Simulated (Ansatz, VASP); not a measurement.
Ba in VASP and in Ansatz

The input INCAR:

```
PREC = Accurate ; ENCUT = 520
EDIFF = 1E-6 ; ISMEAR = 0
SIGMA = 0.6 ; LREAL = False
LASPH = True ; NELM = 60
ALGO = Normal ; ISIF = 2
LWAVE = False ; LCHARG = False
GGA = CA ; NBANDS = 11
```

The input KPOINTS:

```
regular mesh
0
Gamma
  9 9 9
```

File POSCAR:

```
Ba
1.0
   -2.3789385306      2.3789385306      2.3789385306
    2.3789385306     -2.3789385306      2.3789385306
    2.3789385306      2.3789385306     -2.3789385306
Ba
1
Direct
    0.0000000000      0.0000000000      0.0000000000
```

Input for Ansatz:

```yaml
crystal:
  lattice:
    - [-2.3789385306, 2.3789385306, 2.3789385306]
    - [2.3789385306, -2.3789385306, 2.3789385306]
    - [2.3789385306, 2.3789385306, -2.3789385306]
  atoms:
    - { symbol: Ba, position: [0.0, 0.0, 0.0] }
hamiltonian:
  xc: lda
  pseudopotentials:
    kind: paw
    azcp:
      Ba: "pseudopotentials/Ba.paw.azcp"
basis:
  ecutwfc: 420
  fft_grid_basis: typed
kpoints:
  mp_grid: { grid: [9, 9, 9], shift: [0, 0, 0] }
magnetization:
  spin_polarized: false
scf:
  occupations: { method: gaussian, width: 0.6 }
  lower_state_search: "off"
output:
  stress: true
```

Alike in both runs: task single point; functional LDA; k mesh 9 × 9 × 9; occupations gaussian, width 0.6 eV; no spin polarisation.

```csv
,VASP,Ansatz
version,VASP 6.6.1,Ansatz 0.2.0
potentials or method,"VASP PAW LDA potentials, release 64 (Ba_sv)","plane waves (420 eV) with PAW, scalar-relativistic"
plane-wave cutoff (eV),520,420
valence electrons in the cell,10,10
```

|  | VASP | Ansatz | Ansatz less VASP |
| --- | --- | --- | --- |
| pressure (GPa) | 0.2 | 0.1 | -0.10 |

Ansatz warned: «pseudo_functional_mismatch».

The runs have no spin-orbit coupling, so splittings on Ba are missing.
